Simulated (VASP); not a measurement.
# AlN in VASP: one cell, several levels of theory

AlN (wurtzite), under +3.0 % strain along z alone is computed at one geometry. Runs: PBE, r2SCAN. The results are then set beside those of Ansatz 0.2.0 for the same cell.

Code: VASP 6.6.1. PAW datasets, plane waves. Computed at 0 K without zero-point motion; spin polarisation is off.

## 1. The cell

The cell comes from an earlier relaxation with r2SCAN in another program, then strained, with the atoms relaxed again.

It is hexagonal, P6_3mc (No. 186); a = 3.107 Å, c = 5.128 Å in the conventional setting, 10.72 Å³ an atom. Al has 4 N at 1.90–1.93 Å; N has 4 Al at 1.90–1.93 Å.

Coordinates:

```cif
data_structure
_symmetry_space_group_name_H-M 'P6_3mc'
_symmetry_Int_Tables_number 186
_cell_length_a 3.1067
_cell_length_b 3.1067
_cell_length_c 5.1279
_cell_angle_alpha 90.000
_cell_angle_beta 90.000
_cell_angle_gamma 120.000
_cell_volume 42.86
loop_
_atom_site_label
_atom_site_type_symbol
_atom_site_symmetry_multiplicity
_atom_site_Wyckoff_symbol
_atom_site_fract_x
_atom_site_fract_y
_atom_site_fract_z
_atom_site_occupancy
Al1 Al 2 b 0.33333 0.66667 0.99899 1
N1 N 2 b 0.33333 0.66667 0.37601 1
```

## 2. PBE at this geometry

File INCAR:

```
ENCUT = 520.000000
SIGMA = 0.020000
EDIFF = 1.00e-07
GGA = PE
PREC = Accurate
IBRION = -1
ISIF = 2
ISMEAR = -1
NBANDS = 16
NELM = 120
NSW = 0
LASPH = .TRUE.
LCHARG = .FALSE.
LWAVE = .FALSE.
LREAL = .FALSE.
```

File KPOINTS:

```
KPOINTS created by Atomic Simulation Environment
0
Gamma
12 12 6
0 0 0
```

File KPOINTS_OPT:

```
special points
6
Reciprocal
0.0000000000 0.0000000000 0.0000000000 1
0.5000000000 0.0000000000 0.0000000000 1
0.3333333333 0.3333333333 0.0000000000 1
0.0000000000 0.0000000000 0.5000000000 1
0.5000000000 0.0000000000 0.5000000000 1
0.3333333333 0.3333333333 0.5000000000 1
```

File POSCAR:

```
Al N
 1.0000000000000000
     3.1066937601931870    0.0000000000000000    0.0000000000000000
    -1.5533468800965935    2.6904757181059007    0.0000000000000000
     0.0000000000000000    0.0000000000000000    5.1279492984999999
 Al  N
   2   2
Cartesian
  0.0000000000000001  1.7936504787372671 -0.0051949126190295
  1.5533468800965935  0.8968252393686336  2.5587797366309699
  0.0000000000000001  1.7936504787372671  1.9281758995565295
  1.5533468800965935  0.8968252393686336  4.4921505488065296
```

Potentials: the recommended PBE PAW datasets, 16 valence electrons in the neutral cell.

Run with:

```bash
mpirun -np 1 vasp_std
```

Printed to the terminal (iteration lines stand in OSZICAR):

```text
POSCAR found type information on POSCAR AlN
 POSCAR found :  2 types and       4 ions
 LDA part: xc-table for (Slater+PW92), standard interpolation
 POSCAR, INCAR and KPOINTS ok, starting setup
 FFT: planning ... GRIDC
 FFT: planning ... GRID_SOFT
 FFT: planning ... GRID
 WAVECAR not read
 entering main loop
 Start KPOINTS_OPT (optional k-point list driver)
k-point batch [1-6\6]
```

OSZICAR:

```text
N       E                     dE             d eps       ncg     rms          rms(c)
DAV:   1     0.414386800919E+02    0.41439E+02   -0.73416E+03  2440   0.893E+02
DAV:   2    -0.308907271087E+02   -0.72329E+02   -0.65967E+02  3440   0.186E+02
DAV:   3    -0.343973864602E+02   -0.35067E+01   -0.34973E+01  3008   0.423E+01
DAV:   4    -0.344192285234E+02   -0.21842E-01   -0.21840E-01  3152   0.379E+00
DAV:   5    -0.344195193931E+02   -0.29087E-03   -0.29087E-03  2960   0.440E-01    0.120E+01
DAV:   6    -0.297429082171E+02    0.46766E+01   -0.10804E+01  2920   0.236E+01    0.411E+00
DAV:   7    -0.297705386555E+02   -0.27630E-01   -0.65295E-01  2648   0.565E+00    0.291E+00
DAV:   8    -0.297627702580E+02    0.77684E-02   -0.63571E-02  2776   0.231E+00    0.608E-01
DAV:   9    -0.297575829496E+02    0.51873E-02   -0.12550E-02  3248   0.819E-01    0.252E-01
DAV:  10    -0.297582219584E+02   -0.63901E-03   -0.23909E-03  2664   0.305E-01    0.138E-01
DAV:  11    -0.297581325913E+02    0.89367E-04   -0.19266E-04  2864   0.106E-01    0.337E-02
DAV:  12    -0.297581358112E+02   -0.32199E-05   -0.11905E-05  2736   0.275E-02    0.708E-03
DAV:  13    -0.297581355658E+02    0.24535E-06   -0.44605E-06  3008   0.161E-02    0.475E-03
DAV:  14    -0.297581355703E+02   -0.44713E-08   -0.32641E-07  2752   0.480E-03
   1 F= -.29758136E+02 E0= -.29758136E+02  d E =-.208151E-11
       N       E                     dE             ncg
DAV:   1     0.250487176231E+04   -0.24660E+04      192
DAV:   2     0.212672492411E+04   -0.37815E+03      272
DAV:   3     0.211061682986E+04   -0.16108E+02      240
DAV:   4     0.211050852717E+04   -0.10830E+00      240
DAV:   5     0.211050687054E+04   -0.16566E-02      256
DAV:   6     0.211050683203E+04   -0.38506E-04      224
DAV:   7     0.211050683096E+04   -0.10663E-05      232
DAV:   8     0.211050683093E+04   -0.30478E-07      176
```

The lines after F= are the extra pass for the points of KPOINTS_OPT, at fixed density; their E is not a total energy.

From OUTCAR:

```text
k-points           NKPTS =     76   k-points in BZ     NKDIM =     76   number of bands    NBANDS=     16

   NELECT =      16.0000    total number of electrons

   dimension x,y,z NGX =    24 NGY =   24 NGZ =   40
   dimension x,y,z NGXF=    48 NGYF=   48 NGZF=   80

  energy-cutoff  :      520.00
  volume of cell :       42.86
      direct lattice vectors                 reciprocal lattice vectors
     3.106693760  0.000000000  0.000000000     0.321885605  0.185840741  0.000000000
    -1.553346880  2.690475718  0.000000000     0.000000000  0.371681481  0.000000000
     0.000000000  0.000000000  5.127949298     0.000000000  0.000000000  0.195009728

 k-points in reciprocal lattice and weights: KPOINTS created by Atomic Simulation Env
   0.00000000  0.00000000  0.00000000       0.001
   0.08333333  0.00000000  0.00000000       0.007
   0.16666667 -0.00000000  0.00000000       0.007
   0.25000000  0.00000000  0.00000000       0.007
   0.33333333 -0.00000000  0.00000000       0.007
   0.41666667  0.00000000  0.00000000       0.007
   0.50000000  0.00000000  0.00000000       0.003
   0.08333333  0.08333333  0.00000000       0.007
[... 68 more k-points ...]

 E-fermi :   6.2064

 k-point     1 :       0.0000    0.0000    0.0000
  band No.  band energies     occupation
      1      -9.1241      2.00000
      2      -7.1764      2.00000
      3      -0.0809      2.00000
      4       5.2055      2.00000
      5       5.2055      2.00000
      6       5.7330      2.00000
      7       5.7697      2.00000
      8       5.7697      2.00000
      9       9.8383      0.00000
     10      12.6219      0.00000
     11      16.1012      0.00000
     12      17.1618      0.00000
     13      17.1618      0.00000
     14      18.1891      0.00000
     15      18.9835      0.00000
     16      18.9835      0.00000

 k-point     2 :       0.0833    0.0000    0.0000
  band No.  band energies     occupation
      1      -9.0360      2.00000
      2      -7.1230      2.00000
      3       0.0254      2.00000
      4       4.7863      2.00000
      5       5.0910      2.00000
      6       5.3408      2.00000
      7       5.7035      2.00000
      8       5.7504      2.00000
      9      10.2585      0.00000
     10      12.9961      0.00000
     11      15.7674      0.00000
     12      16.5455      0.00000
     13      17.4120      0.00000
     14      18.2632      0.00000
     15      18.7358      0.00000
     16      19.0327      0.00000

 k-point     3 :       0.1667   -0.0000    0.0000
  band No.  band energies     occupation
      1      -8.7795      2.00000
      2      -6.9759      2.00000
      3       0.3387      2.00000
      4       3.7646      2.00000
      5       4.4447      2.00000
      6       4.8211      2.00000
      7       5.5964      2.00000
      8       5.6691      2.00000
      9      11.1067      0.00000
     10      13.6958      0.00000
     11      14.8193      0.00000
     12      15.6983      0.00000
     13      17.8984      0.00000
     14      18.0352      0.00000
     15      18.2115      0.00000
     16      18.6663      0.00000

 k-point     4 :       0.2500    0.0000    0.0000
  band No.  band energies     occupation
      1      -8.3808      2.00000
      2      -6.7766      2.00000
      3       0.8396      2.00000
      4       2.5767      2.00000
      5       3.4621      2.00000
      6       4.5096      2.00000
      7       5.3715      2.00000
      8       5.5310      2.00000
      9      11.8523      0.00000
     10      13.4611      0.00000
     11      13.7998      0.00000
     12      15.9285      0.00000
     13      17.3891      0.00000
     14      17.6189      0.00000
     15      17.7535      0.00000
     16      19.2489      0.00000

 k-point     5 :       0.3333   -0.0000    0.0000
  band No.  band energies     occupation
      1      -7.8941      2.00000
      2      -6.5998      2.00000
      3       1.4399      2.00000
      4       1.5686      2.00000
      5       2.5841      2.00000
      6       4.2378      2.00000
      7       4.9839      2.00000
      8       5.3832      2.00000
      9      12.0371      0.00000
     10      12.4321      0.00000
     11      13.6395      0.00000
     12      16.1122      0.00000
     13      17.2027      0.00000
     14      17.3818      0.00000
     15      17.7252      0.00000
     16      20.2479      0.00000

 k-point     6 :       0.4167    0.0000    0.0000
  band No.  band energies     occupation
      1      -7.4229      2.00000
      2      -6.5335      2.00000
      3       0.7939      2.00000
      4       1.9296      2.00000
      5       2.2194      2.00000
      6       4.0567      2.00000
      7       4.4598      2.00000
      8       5.2737      2.00000
      9      11.6531      0.00000
     10      11.9007      0.00000
     11      13.7996      0.00000
     12      15.9723      0.00000
     13      16.8519      0.00000
     14      17.4581      0.00000
     15      18.3128      0.00000
     16      20.5742      0.00000

 k-point     7 :       0.5000    0.0000    0.0000
  band No.  band energies     occupation
      1      -7.1879      2.00000
      2      -6.5589      2.00000
      3       0.5381      2.00000
      4       1.7159      2.00000
      5       2.6010      2.00000
      6       3.9935      2.00000
      7       4.1191      2.00000
      8       5.2338      2.00000
      9      11.4299      0.00000
     10      11.7701      0.00000
     11      13.8675      0.00000
     12      15.9479      0.00000
     13      16.7331      0.00000
     14      17.5125      0.00000
     15      18.5190      0.00000
     16      20.5153      0.00000

 k-point     8 :       0.0833    0.0833    0.0000
  band No.  band energies     occupation
      1      -8.8635      2.00000
      2      -7.0227      2.00000
      3       0.2353      2.00000
      4       4.1961      2.00000
      5       4.4387      2.00000
      6       5.0969      2.00000
      7       5.6273      2.00000
      8       5.6353      2.00000
      9      10.8826      0.00000
     10      13.5926      0.00000
     11      15.1564      0.00000
     12      15.7512      0.00000
     13      17.8881      0.00000
     14      17.9121      0.00000
     15      18.3406      0.00000
     16      18.9968      0.00000

 k-point     9 :       0.1667    0.0833    0.0000
  band No.  band energies     occupation
      1      -8.5353      2.00000
      2      -6.8484      2.00000
      3       0.6431      2.00000
      4       3.1660      2.00000
      5       3.6217      2.00000
      6       4.6936      2.00000
      7       5.4431      2.00000
      8       5.4727      2.00000
      9      11.7044      0.00000
     10      14.0534      0.00000
     11      14.1565      0.00000
     12      15.2761      0.00000
     13      17.2205      0.00000
     14      17.7464      0.00000
     15      18.2603      0.00000
     16      19.0904      0.00000

 k-point    10 :       0.2500    0.0833    0.0000
  band No.  band energies     occupation
      1      -8.0897      2.00000
      2      -6.6576      2.00000
      3       1.2181      2.00000
      4       2.0596      2.00000
      5       2.8595      2.00000
      6       4.2455      2.00000
      7       5.1713      2.00000
      8       5.2504      2.00000
      9      12.2710      0.00000
     10      12.9538      0.00000
     11      13.7964      0.00000
     12      15.9019      0.00000
     13      16.7631      0.00000
     14      17.4479      0.00000
     15      17.8907      0.00000
     16      19.8716      0.00000

 k-point    11 :       0.3333    0.0833    0.0000
  band No.  band energies     occupation
      1      -7.6005      2.00000
      2      -6.5354      2.00000
      3       1.1628      2.00000
      4       1.9000      2.00000
      5       2.2300      2.00000
      6       3.9045      2.00000
      7       4.7103      2.00000
      8       5.0849      2.00000
      9      11.9163      0.00000
     10      12.3888      0.00000
     11      13.8657      0.00000
     12      15.9825      0.00000
     13      16.6047      0.00000
     14      17.5999      0.00000
     15      18.0052      0.00000
     16      20.4184      0.00000

 k-point    12 :       0.4167    0.0833    0.0000
  band No.  band energies     occupation
      1      -7.2130      2.00000
      2      -6.5390      2.00000
      3       0.6727      2.00000
      4       1.8220      2.00000
      5       2.5482      2.00000
      6       3.7253      2.00000
      7       4.2092      2.00000
      8       4.9903      2.00000
      9      11.4527      0.00000
     10      12.1905      0.00000
     11      14.0417      0.00000
     12      15.9130      0.00000
     13      16.5586      0.00000
     14      17.4949      0.00000
     15      18.5192      0.00000
     16      20.7018      0.00000

[... the tables of k-points 13 to 76 left out ...]

  Total        0.4298230      0.4298230     -1.8493318      0.0000000      0.0000000     -0.0000000
  in kB       16.0667857     16.0667857    -69.1280277      0.0000000      0.0000000     -0.0000000
  external PRESSURE =     -12.3314854 kB  Pullay stress =       0.0000000 kB

 POSITION                                       TOTAL-FORCE (eV/Angst)
 -----------------------------------------------------------------------------------
      0.00000      1.79365      5.12275         0.000000      0.000000      0.015943
      1.55335      0.89683      2.55878         0.000000     -0.000000      0.015943
      0.00000      1.79365      1.92818        -0.000000     -0.000000     -0.015943
      1.55335      0.89683      4.49215        -0.000000     -0.000000     -0.015943
 -----------------------------------------------------------------------------------
    total drift:                               -0.000000     -0.000000      0.000099

  FREE ENERGIE OF THE ION-ELECTRON SYSTEM (eV)
  ---------------------------------------------------
  free  energy   TOTEN  =       -29.7581355703 eV

  energy  without entropy=      -29.7581355703  energy(sigma->0) =      -29.75813557
```

Hardware: 1 MPI rank of Intel Xeon Platinum 8488C, shared host.

The levels at the points of KPOINTS_OPT are read from vasprun.xml.

Levels at the named points, in eV from the top of band v (v: the last filled band by count, c: the next):

```
point    v−1      v     c   c+1
    Γ   0.00   0.00  4.07  6.85
    M  -1.65  -0.54  5.66  6.00
    K  -2.22  -2.22  5.00  8.43
    A  -0.29  -0.29  6.46  6.46
    L  -1.22  -1.22  5.24  5.24
    H  -0.78  -0.78  7.31  7.31
```

The PBE gap is 4.07 eV, direct at Γ. Pressure: -1.23 GPa, and the largest force is 0.016 eV/Å, on atom 1 (Al).

(Part 1 of 2 ends here.)
